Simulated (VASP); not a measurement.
# K: molecular dynamics with a thermostat

K, Im-3m (no. 229), 16 atoms in the cell. PBE, molecular dynamics; PAW potentials K_pv (PBE set).

Ensemble: Nose-Hoover chain; Target temperature (K): 1600.

## Input

INCAR:
```
GGA = PE ; PREC = Normal
ENCUT = 200 ; EDIFF = 1E-6
NELMIN = 4 ; NELM = 60
ALGO = Fast ; LREAL = Auto
LASPH = True ; ISMEAR = -1
SIGMA = 0.069 ; ISYM = 0
LWAVE = False ; LCHARG = False
IBRION = 0 ; NSW = 60
POTIM = 2.0 ; TEBEG = 1600
ISIF = 2 ; RANDOM_SEED = 650966 0 0
MDALGO = 4 ; NHC_NCHAINS = 3
NHC_PERIOD = 30 ; NCORE = 2
```

KPOINTS:
```
k-points
0
Gamma
  1 1 1
```

POSCAR:
```
K
1.0
   10.7902340668      0.0000000000      0.0000000000
    0.0000000000     10.7902340668      0.0000000000
    0.0000000000      0.0000000000     10.7902340668
K
16
Direct
    0.0000000000      0.0000000000      0.0000000000
    0.0000000000      0.0000000000      0.5000000000
    0.0000000000      0.5000000000      0.0000000000
    0.0000000000      0.5000000000      0.5000000000
    0.5000000000      0.0000000000      0.0000000000
    0.5000000000      0.0000000000      0.5000000000
    0.5000000000      0.5000000000      0.0000000000
    0.5000000000      0.5000000000      0.5000000000
    0.2500000000      0.2500000000      0.2500000000
    0.2500000000      0.2500000000      0.7500000000
    0.2500000000      0.7500000000      0.2500000000
    0.2500000000      0.7500000000      0.7500000000
    0.7500000000      0.2500000000      0.2500000000
    0.7500000000      0.2500000000      0.7500000000
    0.7500000000      0.7500000000      0.2500000000
    0.7500000000      0.7500000000      0.7500000000
```

Commands:
```
cat potpaw_PBE.64/K_pv/POTCAR > POTCAR
mpirun -np 2 vasp_gam > vasp.out
```

## Result

- Mean temperature (K): 1372
- Standard error of the mean temperature (K): 69
- Relative fluctuation of the kinetic energy: 0.104
- Canonical value of that fluctuation: 0.211
- Rise of the mean potential energy above the start (meV/atom): 51.0
- Electronic steps per ionic step after the first: 4.1

Course of the run:

| Time (fs) | Temperature (K) | Potential energy less the first (meV/atom) |
|---|---|---|
| 2 | 1600 | 0.0 |
| 12 | 1588 | 1.4 |
| 20 | 1562 | 4.8 |
| 30 | 1509 | 11.5 |
| 38 | 1453 | 19.0 |
| 48 | 1373 | 30.6 |
| 56 | 1306 | 41.2 |
| 66 | 1230 | 55.6 |
| 74 | 1187 | 67.1 |
| 84 | 1169 | 80.5 |
| 92 | 1195 | 89.8 |
| 102 | 1281 | 99.2 |
| 110 | 1377 | 105.3 |
| 120 | 1495 | 111.9 |

REPORT:
```
MDALGO =   4
           NHC_NCHAINS =   3
            NHC_PERIOD =    30
            NHC_NRESPA =    1
                NHC_NS =  1
               SCALING =       0
                 CNEXP =     9.000   14.000
           RANDOM_SEED =            650966                0                0

   original number of atomic DOF:         45
   number of independent constraints:      0
   number of active DOF:                  45

========================================
         MD step No.       1
========================================

  Atomic velocities initialized by STEP_tb

  >Nose-Hoover_chains
                       xs       vs(fs^-1)
   nhc_s>   0.15149208E-10   0.30295259E-10
   nhc_s>  -0.13889371E-03  -0.27779707E-03
   nhc_s>  -0.13888889E-03  -0.27773919E-03

  >Energies
                    E_tot             E_pot             E_kin               EPS                ES
   e_b>   -0.12384704E+02   -0.15486964E+02    0.31022592E+01    0.38296832E-04   -0.38300063E-04

  >Temperature
               T_sim     T_inst
   tmprt>   1600.000   1600.000

           RANDOM_SEED =            650966               96                0

[... steps left out ...]

========================================
         MD step No.      60
========================================

  >Nose-Hoover_chains
                       xs       vs(fs^-1)
   nhc_s>  -0.31759142E+00  -0.52232367E-02
   nhc_s>  -0.86112282E+00   0.35318654E-01
   nhc_s>  -0.74892013E+00  -0.19099741E-02

  >Energies
                    E_tot             E_pot             E_kin               EPS                ES
   e_b>   -0.12375360E+02   -0.13697277E+02    0.28992296E+01    0.61517902E+00   -0.21924913E+01

  >Temperature
               T_sim     T_inst
   tmprt>   1600.000   1495.287

           RANDOM_SEED =            650966               96                0
```

OSZICAR:
```
N       E                     dE             d eps       ncg     rms          rms(c)
DAV:   1     0.292452019185E+03    0.29245E+03   -0.37037E+04   190   0.659E+02
DAV:   2    -0.263249251694E+01   -0.29508E+03   -0.28624E+03   161   0.171E+02
DAV:   3    -0.147912485448E+02   -0.12159E+02   -0.11104E+02   153   0.257E+01
DAV:   4    -0.154259119573E+02   -0.63466E+00   -0.61618E+00   156   0.402E+00
DAV:   5    -0.154605825199E+02   -0.34671E-01   -0.34603E-01   153   0.720E-01    0.429E+00
RMM:   6    -0.154736736643E+02   -0.13091E-01   -0.11636E-02   142   0.357E-01    0.265E+00
RMM:   7    -0.154859920967E+02   -0.12318E-01   -0.31457E-02   144   0.605E-01    0.133E-01
RMM:   8    -0.154869118975E+02   -0.91980E-03   -0.19112E-03   152   0.163E-01    0.230E-02
RMM:   9    -0.154869600086E+02   -0.48111E-04   -0.33905E-04   160   0.697E-02    0.969E-03
RMM:  10    -0.154869650169E+02   -0.50083E-05   -0.63842E-05   163   0.307E-02    0.286E-03
RMM:  11    -0.154869631816E+02    0.18353E-05   -0.89030E-06   128   0.953E-03    0.748E-04
RMM:  12    -0.154869635563E+02   -0.37461E-06   -0.13254E-06   104   0.364E-03
[... left out ...]
     58 T=  1450. E= -.12343082E+02 F= -.13737541E+02 E0= -.13540001E+02  EK= 0.28450E+01 SP= -.21E+01 SK= 0.62E+00
     59 T=  1473. E= -.12344210E+02 F= -.13717335E+02 E0= -.13520057E+02  EK= 0.28884E+01 SP= -.21E+01 SK= 0.62E+00
[... last step whole ...]
       N       E                     dE             d eps       ncg     rms          rms(c)
DAV:   1    -0.136972561503E+02    0.20078E-01   -0.44720E-04   139   0.544E-01    0.767E-03
RMM:   2    -0.136972756754E+02   -0.19525E-04   -0.15292E-04   134   0.461E-02    0.151E-03
RMM:   3    -0.136972772258E+02   -0.15504E-05   -0.15431E-05   139   0.166E-02    0.134E-03
RMM:   4    -0.136972774629E+02   -0.23712E-06   -0.32749E-06    82   0.781E-03
     60 T=  1495. E= -.12345405E+02 F= -.13697277E+02 E0= -.13500291E+02  EK= 0.29292E+01 SP= -.22E+01 SK= 0.62E+00
```

Limits: 120 fs of 16 atoms are too short for converged averages.

VASP 6.6.1 took 223 s on 2 cores (Intel Xeon 6975P-C (Granite Rapids)), a shared host.
